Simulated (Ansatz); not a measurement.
**rocksalt-structured GdN**

Method: PBE, scalar-relativistic; collinear spin; PAW, 420 eV, 12×12×12 k-mesh, Gaussian smearing of 0.05 eV; code Ansatz; PAW files: Ansatz's generated set soft_2.

```yaml
crystal:
  lattice:
    - [0.00000, 2.49280, 2.49280]
    - [2.49280, 0.00000, 2.49280]
    - [2.49280, 2.49280, 0.00000]
  atoms:
    - { symbol: Gd, position: [0.50000, 0.50000, 0.50000] }
    - { symbol: N, position: [0.00000, 0.00000, 0.00000] }
```

The start was a prototype's sites filled with these elements; the Crystallography Open Database holds the compound in this structure.

Magnetic state: ferromagnetic, site spin moments Gd 6.86; N -0.09 μB.

The cell is relaxed to zero pressure at this level.

The cell has space group Fm-3m (read at 0.01 Å). In it the stress is -0.14, -0.14, -0.14, 0.00, 0.00, 0.00 GPa and the largest force component 0.000 eV/Å. Each change below starts from this cell, without further relaxation. Stress is in GPa, positive in compression, in the order xx, yy, zz, yz, xz, xy; energies are counted from the cell above and are free energies with the smearing's entropy, which match forces and stress in a metal.

What happens when atom 2 (N) is moved by 0.20 Å along y?

The energy changes by 34.7 meV per cell, and the force on it along the shift is -0.514 eV/Å (−F/u = 2.57 eV/Å²). Stress: -0.83, 5.63, -0.83, 0.00, 0.00, 0.00. Spin moments: Gd 6.79; N -0.08 μB.
```
atom  Fx (eV/Å)      Fy     Fz
 Gd1      0.000   0.514  0.000
  N2      0.000  -0.514  0.000
```
In a harmonic crystal the energy would rise by −½F·u = ½ × 2.57 × 0.20² eV = 51.4 meV, so the response isn't harmonic at this size, the electronic state shifts or, in a metal, the mesh is too coarse for so small an energy.

One atom was moved along a Cartesian axis, and these forces appeared. Which atom, and about how far?
```
atom  Fx (eV/Å)      Fy     Fz
 Gd1      0.000   0.016  0.000
  N2      0.000  -0.016  0.000
```

Atom 2 (N) is moved by 0.02 Å along y; the energy changes by 0.2 meV per cell. Moving the other atom the opposite way is the same thing.

What stress follows from an engineering strain of 3 % in zz, atoms carried along?

-2.35, -2.35, -7.18, 0.00, 0.00, 0.00 GPa; the energy changes by 22.4 meV per cell.
The change of the stress over the strain gives a clamped-atom stiffness of about 235 GPa for this component, a secant value that lies under the elastic constant in tension and over it in compression, by several per cent for each per cent of strain.
In a harmonic crystal the energy would rise by V(½Cε² − σ₀ε), with σ₀ the stress of the unstrained cell, = 21.2 meV, close to the run's value; the rest has the sign of the anharmonic part, which a secant stiffness overstates.

What stress follows from an engineering strain of -2 % in xz, atoms carried along?

-0.12, -0.17, -0.12, 0.00, 2.11, 0.00 GPa; the energy changes by 4.0 meV per cell.
The change of the stress over the strain gives a clamped-atom stiffness of about 105 GPa for this component.
In a harmonic crystal the energy would rise by V(½Cε² − σ₀ε), with σ₀ the stress of the unstrained cell, = 4.1 meV, which matches.

All atoms and the cell are disturbed at random:
```xyz
2
Lattice="-0.0302 2.5371 2.5910 2.4864 0.0036 2.5572 2.4658 2.4827 0.0243" Properties=species:S:1:pos:R:3 pbc="T T T"
Gd    2.4321    2.5144    2.5989
N     0.0290   -0.0027   -0.0126
```
Give the energy change, the stress and the forces.

34.4 meV per cell; stress -2.09, -3.79, -7.07, -2.34, 0.49, 2.18 GPa.
```tsv
atom	Fx (eV/Å)	Fy	Fz
Gd1	0.071	-0.006	0.011
N2	-0.071	0.006	-0.011
```

All atoms and the cell are disturbed at random:
```xyz
2
Lattice="-0.0149 2.5208 2.5647 2.5182 0.0225 2.5273 2.5022 2.4674 0.0385" Properties=species:S:1:pos:R:3 pbc="T T T"
Gd    2.4714    2.5204    2.5561
N     0.0314   -0.0151    0.0091
```
Give the energy change, the stress and the forces.

21.3 meV per cell; stress -3.03, -0.83, -4.09, -3.18, 0.02, 1.33 GPa.
| atom | Fx (eV/Å) | Fy | Fz |
| --- | --- | --- | --- |
| Gd1 | 0.032 | -0.038 | 0.002 |
| N2 | -0.032 | 0.038 | -0.002 |

Exchange splits the half-filled 4f shell away from the Fermi level; the metal comes from a small overlap of other bands, which can be the functional's gap error. No spin–orbit coupling, a notable omission for heavy elements. The run wasn't fully tested for a lower electronic state. Site moments are of spin, integrated over atomic spheres.
